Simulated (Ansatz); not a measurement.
**Profile along the Sn–O line in BaSnO3 (cubic perovskite)**

BaSnO3 (cubic perovskite)

```xyz
5
Lattice="4.1761 0.0000 0.0000 0.0000 4.1761 0.0000 0.0000 0.0000 4.1761" Properties=species:S:1:pos:R:3 pbc="T T T"
Ba     0.0000     0.0000     0.0000
Sn     2.0880     2.0880     2.0880
O      0.0000     2.0880     2.0880
O      2.0880     2.0880     0.0000
O      2.0880     0.0000     2.0880
```

Fields along a shortest Sn–O line of a {210} plane (2.09 Å), from Sn to O, interpolated on the slice's grid (step about 0.3 Å). These are PBE (plane waves to 420 eV, PAW, scalar-relativistic; Ansatz, an electronic-structure program) values and carry that method's errors. k mesh 8×8×8. Inside the PAW spheres the values are not all-electron values, and peaks at nuclei hang on which shells count as valence. BaSnO3 was relaxed with its symmetry unable to fall.

```tsv
distance from Sn (Å)	valence electron density (e/Å³)	electron localisation function	density of the highest valence band (e/Å³)	density of the lowest conduction band (e/Å³)
0.00	17.04	x	0.000	0.037
0.10	16.13	x	0.000	0.043
0.21	13.74	x	0.000	0.061
0.31	10.61	x	0.000	0.087
0.42	7.48	0.04	0.000	0.114
0.52	4.85	0.08	0.000	0.137
0.63	2.91	0.11	0.000	0.148
0.73	1.68	0.14	0.001	0.142
0.84	1.02	0.17	0.002	0.123
0.94	0.73	0.21	0.003	0.096
1.04	0.63	0.29	0.006	0.067
1.15	0.66	0.40	0.010	0.049
1.25	0.82	0.53	0.017	0.051
1.36	1.16	0.67	0.026	0.080
1.46	1.75	0.77	0.037	0.137
1.57	2.65	0.78	0.047	0.221
1.67	3.85	0.71	0.053	0.305
1.78	5.23	x	0.050	0.350
1.88	6.49	x	0.033	0.328
1.99	7.35	x	0.012	0.272
2.09	7.65	x	0.001	0.240
```

x: too close to a nucleus for the ELF to mean much. Band densities are of whole bands, smooth part only.

Density on the Sn–O line (2.09 Å) at its midpoint: 0.63 e/Å³. ELF at that point: 0.3. Element round which the density of the highest valence band (whole band, smooth part) is largest on this plane: O.
